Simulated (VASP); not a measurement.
A run of VASP 6.6.1 is set up as follows.

Contents of INCAR:

```
SYSTEM = Ga
PREC     = Accurate       ! precision mode
ENCUT    = 520            ! plane-wave cutoff, eV
EDIFF    = 1E-6           ! SCF threshold, eV
ISMEAR   = 0              ! smearing method
SIGMA    = 0.1            ! smearing width, eV
LREAL    = .False.        ! projectors in reciprocal space
LASPH    = .True.         ! aspherical terms in the spheres
NELM     = 120            ! most SCF steps
ALGO     = Normal         ! electronic algorithm
ISIF     = 3              ! what is computed and relaxed
LWAVE    = .False.        ! write WAVECAR
LCHARG   = .False.        ! write CHGCAR
GGA      = PE             ! functional
IBRION   = 2              ! ionic algorithm
NSW      = 90             ! ionic steps
EDIFFG   = -0.01          ! ionic threshold
```

KPOINTS

```
Automatic mesh
0
Gamma
  16 16 14
  0 0 0
```

The input POSCAR:

```
Ga
1.0
    1.4500000000     -4.0650000000      0.0000000000
    1.4500000000      4.0650000000      0.0000000000
    0.0000000000      0.0000000000      3.1700000000
Ga
2
Direct
    0.8670000000      0.1330000000      0.2500000000
    0.1330000000      0.8670000000      0.7500000000
```

Potentials or basis: VASP PAW PBE potentials, release 64 (Ga_d).

Run with:

```console
$ cat potpaw_PBE.64/Ga_d/POTCAR > POTCAR
$ mpirun -np 1 vasp_std > vasp.out
```

(1) Predict the band gap on the k mesh.

(2) Estimate the relaxed cell.

Answers

(1) none (metal or under the smearing width).

(2) a = 4.280 Å, b = 4.280 Å, c = 3.382 Å, α = 90.00°, β = 90.00°, γ = 141.72°.
